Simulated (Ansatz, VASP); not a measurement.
KCl in VASP and in Ansatz

Contents of POSCAR:

```
KCl
1.0
    0.0000000000      3.5612949880      3.5072828324
    3.5612949880      0.0000000000      3.5072828324
    3.5612949880      3.5612949880      0.0000000000
K Cl
1 1
Direct
    0.0000000000      0.0000000000      0.0000000000
    0.2500000000      0.2500000000      0.2500000000
```

File INCAR.step1:

```
SYSTEM = KCl
PREC     = Accurate       ! precision mode
ENCUT    = 520            ! plane-wave cutoff, eV
ISMEAR   = 0              ! smearing method
SIGMA    = 0.01           ! smearing width, eV
LREAL    = .FALSE.        ! projectors in reciprocal space
LASPH    = .TRUE.         ! aspherical terms in the spheres
NELM     = 100            ! most SCF steps
NBANDS   = 15             ! bands
GGA      = PE             ! functional
ALGO     = Normal         ! electronic algorithm
EDIFF    = 1E-4           ! SCF threshold, eV
LWAVE    = .TRUE.         ! write WAVECAR
LCHARG   = .FALSE.        ! write CHGCAR
```

File INCAR.step2:

```
SYSTEM = KCl
PREC     = Accurate       ! precision mode
ENCUT    = 520            ! plane-wave cutoff, eV
EDIFF    = 1E-7           ! SCF threshold, eV
ISMEAR   = 0              ! smearing method
SIGMA    = 0.01           ! smearing width, eV
LREAL    = .FALSE.        ! projectors in reciprocal space
LASPH    = .TRUE.         ! aspherical terms in the spheres
NELM     = 100            ! most SCF steps
ALGO     = Normal         ! electronic algorithm
ISIF     = 2              ! what is computed and relaxed
LWAVE    = .FALSE.        ! write WAVECAR
LCHARG   = .FALSE.        ! write CHGCAR
METAGGA  = R2SCAN         ! meta-GGA
LMIXTAU  = .TRUE.       
NBANDS   = 15             ! bands
ISTART   = 1
```

File KPOINTS:

```
regular mesh
0
G
  6 6 6
  0 0 0
```

Input for Ansatz:

```yaml
crystal:
  lattice:
    - [0.0, 3.561294988, 3.5072828324]
    - [3.561294988, 0.0, 3.5072828324]
    - [3.561294988, 3.561294988, 0.0]
  atoms:
    - { symbol: K, position: [0.0, 0.0, 0.0] }
    - { symbol: Cl, position: [0.25, 0.25, 0.25] }
kpoints:
  mp_grid: { grid: [6, 6, 6] }
  band_path:
    path:
      - [0.0, 0.0, 0.0]
      - [-0.5, -0.5, 0.0]
      - [-0.375, -0.375, 0.25]
      - [-0.375, 0.0, 0.375]
      - [0.0, 0.0, 0.5]
      - [-0.5, -0.25, 0.25]
      - [-0.020833, 0.354167, -0.375]
    npoints: 1
hamiltonian:
  xc: r2scan
scf:
  occupations: { method: fixed }
  n_extra_bands: 4
output:
  forces: true
  stress: true
  eigenvalues: true
```

Change from the starting cell: biaxial_xy strain +1.5%.

Alike in both runs: task single point; functional r2SCAN; k mesh 6 × 6 × 6; no spin polarisation.

|  | VASP | Ansatz |
| --- | --- | --- |
| version | VASP 6.6.1 | Ansatz 0.2.0 |
| potentials or method | VASP PAW PBE potentials, release 64 (K_sv, Cl) | plane waves, PAW |
| plane-wave cutoff (eV) | 520 | 500 |
| occupations | gaussian, width 0.01 eV | fixed |
| valence electrons in the cell | 16 | 16 |

```csv
,VASP,Ansatz,Ansatz less VASP
gap on the k mesh at the Fermi level (eV),5.30,5.30,-0.001
pressure (GPa),-0.4,-0.3,+0.02
```

Caveats: the PAW data sets were made with another functional, which shifts forces and pressure a little (VASP). A k mesh can miss the band edges.
